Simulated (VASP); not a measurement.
The system is ZnO (zincite).

```
Zn O
1.0
     3.24931    0.00000    0.00000
    -1.62465    2.81398    0.00000
     0.00000    0.00000    5.20571
Zn O
2 2
Direct
  0.33333 0.66667 0.50000
  0.66667 0.33333 0.00000
  0.66667 0.33333 0.37901
  0.33333 0.66667 0.87901
```

Base run:

| Property | Result |
| --- | --- |
| Program | VASP 6.6.1 |
| Functional | PBE |
| Potentials or basis | VASP PAW PBE potentials, release 64 (Zn, O) |
| Cutoff | 520 eV |
| k mesh | 6 × 6 × 4 |
| Occupations | gaussian, width 0.01 eV |
| Spin | no spin polarisation |

Its results: band gap on the k mesh 0.79 eV, direct; pressure 5.9 GPa; largest force 0.074 eV/Å.

Q: The run is repeated on the same cell with these changes: functional from PBE to PBEsol; further incar settings from ALGO = Fast; EDIFF = 1e-06; NBANDS = 26 to ALGO = Normal; EDIFF = 1e-06; NBANDS = 26. What comes out?

A: Band gap on the k mesh 0.68 eV, direct; pressure -0.5 GPa; largest force 0.065 eV/Å.

Caveats: the PAW data sets were made with another functional, which shifts forces and pressure a little (some runs).

A k mesh can miss the band edges.

Not every run made on this cell is shown here.
